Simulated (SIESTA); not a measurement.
Here is a SIESTA 5.4.2 calculation.

SiO2.fdf

```
SystemName                      SiO2
SystemLabel                     SiO2
NumberOfSpecies                 2
NumberOfAtoms                   12
%block ChemicalSpeciesLabel
  1  14 Si
  2   8 O
%endblock ChemicalSpeciesLabel

LatticeConstant                 1.0 Ang
%block LatticeVectors
     4.9755888200     0.0000000000     0.0000000000
     0.0000000000     4.9755888200     0.0000000000
     0.0000000000     0.0000000000     6.9008894400
%endblock LatticeVectors
AtomicCoordinatesFormat         Fractional
%block AtomicCoordinatesAndAtomicSpecies
     0.8032465600     0.8032465600     0.5000000000  1  Si
     0.6967534400     0.3032465600     0.2500000000  1  Si
     0.3032465600     0.6967534400     0.7500000000  1  Si
     0.1967534400     0.1967534400     0.0000000000  1  Si
     0.7617576300     0.1103870700     0.4320415600  2  O
     0.8896129300     0.2382423700     0.0679584400  2  O
     0.1103870700     0.7617576300     0.5679584400  2  O
     0.2617576300     0.3896129300     0.8179584400  2  O
     0.2382423700     0.8896129300     0.9320415600  2  O
     0.7382423700     0.6103870700     0.3179584400  2  O
     0.3896129300     0.2617576300     0.1820415600  2  O
     0.6103870700     0.7382423700     0.6820415600  2  O
%endblock AtomicCoordinatesAndAtomicSpecies

%block kgrid.MonkhorstPack
    6   0   0  0.0
    0   6   0  0.0
    0   0   4  0.0
%endblock kgrid.MonkhorstPack
XC.Functional                   GGA
XC.Authors                      PBE
PAO.BasisSize                   DZP
PAO.EnergyShift                 0.003 Ry
Mesh.Cutoff                     800 Ry
OccupationFunction              FD
ElectronicTemperature           0.05 eV
MaxSCFIterations                120
SCF.MustConverge                false
SCF.Mixer.Method                Pulay
SCF.Mixer.Weight                0.25
SCF.Mixer.History               8
SCF.DM.Tolerance                5.0e-05
SCF.H.Tolerance                 1.0e-03 eV
WriteForces                     true
Charge.Mulliken                 end
Charge.Hirshfeld                end
Charge.Voronoi                  end
SaveRho                         true
SaveElectrostaticPotential      true
```

Potentials or basis: PseudoDojo 0.4 standard (PBE files), DZP (energy shift 0.003 Ry).

The run is started by

```sh
$ siesta < SiO2.fdf > SiO2.out 2>&1
```

Q: Predict the largest force.

A: 0.662 eV/Å.

Q: Estimate the Voronoi charges.

A: Si +0.52; O -0.26 e.

Stress tensor (GPa, compression positive):
```
6.85 0.00 0.00
0.00 6.85 0.00
0.00 0.00 7.35
```

Caveat: the basis of atomic orbitals isn't converged, which shifts pressures, moduli and gaps.
